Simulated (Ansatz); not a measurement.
TePb:

```xyz
2
Lattice="4.0023 0.0000 0.0000 0.0000 4.0023 0.0000 0.0000 0.0000 4.0023" Properties=species:S:1:pos:R:3 pbc="T T T"
Pb    0.0000    0.0000    0.0000
Te    2.0011    2.0011    2.0011
```

Measurements of this composition are mostly on another form, of space group No. 225.

Program: Ansatz 0.2.0. Alike in all runs: cell as given; cutoff (eV) 147; basis error allowed 0.001 eV/atom.

Task: Order these runs on this cell by their pressure, lowest first.
A. level PBEsol; potentials or basis all-electron LAPW, relativistic spinors; spin SOC, no magnetisation; k mesh 5 × 5 × 5; smearing fermi-dirac 0.05 eV
B. level RPBE; potentials or basis all-electron LAPW, scalar-relativistic; spin off; k mesh 7 × 7 × 7; smearing gaussian 0.05 eV
C. level PBE; potentials or basis all-electron LAPW, scalar-relativistic; spin off; k mesh 7 × 7 × 7; smearing gaussian 0.023 eV

Result: A (-2.6 GPa), C (0.1 GPa), B (1.6 GPa).

Caveats: the k mesh is thin for a metal, which can move the energy by tens of meV per atom (some runs).
